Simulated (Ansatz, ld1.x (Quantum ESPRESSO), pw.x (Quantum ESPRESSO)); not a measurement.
gold (Au) (sc): variants of one TM potential in the solid

```json
{
  "Element": "Au (Z = 79)",
  "Generator": "ld1.x (Quantum ESPRESSO) 7.5",
  "Type": "norm-conserving Troullier–Martins (Kleinman–Bylander form)",
  "Functional": "PBE",
  "Relativity": "scalar-relativistic",
  "Frozen core": "[Xe] 4f14",
  "Valence charge": "11",
  "Reference configuration": "5d10 6s1 6p0",
  "Partial waves": "6s (bound): rc 2.15 bohr; 6p (bound, empty): rc 3.50 bohr; 5d (bound): rc 2.20 bohr",
  "Local potential": "all-electron potential smoothed inside 1.85 bohr (lloc = -2)",
  "Core correction": "none"
}
```

Crystal test: sc Au in pw.x 7.5, no spin, 12³ k-points, Fermi–Dirac smearing 0.01 Ry, cutoffs set for each file from its atomic test. The reference is all-electron LAPW (Ansatz 0.2.0) with the same functional, mesh and smearing; V0 and B0 come from Birch–Murnaghan fits to the pressures at five volumes. Errors are pseudo minus all-electron; Δ is the rms difference of the E(V) curves that follow from these fits, minima aligned, over ±6 % about the mean V0. Mesh and smearing are coarse, so the numbers serve the comparison and aren't converged zero-temperature values; the lattice is a test structure that the element need not adopt.

All-electron: a0 = 2.747 Å (V0 = 20.73 Å³/atom), B0 = 104.8 GPa.

Base: The largest radius (3.50 bohr) exceeds half the bond length (2.60 bohr), so the spheres overlap, which is one possible source of error among others. Atomic configuration tests: 1 of 7 tests not solved or not reliable. The logarithmic derivative shows an extra or strongly shifted pseudo pole above the reference energy (s near 0.78 Ry).

1 further variants are left out: they gave no file fit for a test, a broken result, the same result as the base, or pressures whose basis-set error rivals the error shown.

A dash in a converged row means that the minimum lies outside the volumes sampled.

| change | cutoffs (Ry) | pw.x | a0 (Å) | a0 error (%) | B0 error (%) | Δ (meV/atom) | mean pressure error (GPa) |
| --- | --- | --- | --- | --- | --- | --- | --- |
| base | 75/300 | converged | 2.741 | -0.22 | +3.2 | 3.2 | -0.70 |
| local potential all-electron potential smoothed inside 1.36 bohr (lloc = -2) | 70/280 | converged; bound ghost | – | – | – | – | -47.40 |
| local potential all-electron potential smoothed inside 2.72 bohr (lloc = -2) | 75/300 | converged | 2.784 | +1.33 | -2.9 | 19.1 | +4.52 |
| local potential all-electron potential smoothed inside 3.14 bohr (lloc = -2) | 75/300 | converged; bound ghost | – | – | – | – | -30.04 |

Q: Give the row for: local potential all-electron potential smoothed inside 3.98 bohr (lloc = -2).

A: pw.x: converged; mean pressure error (GPa): +37.04.
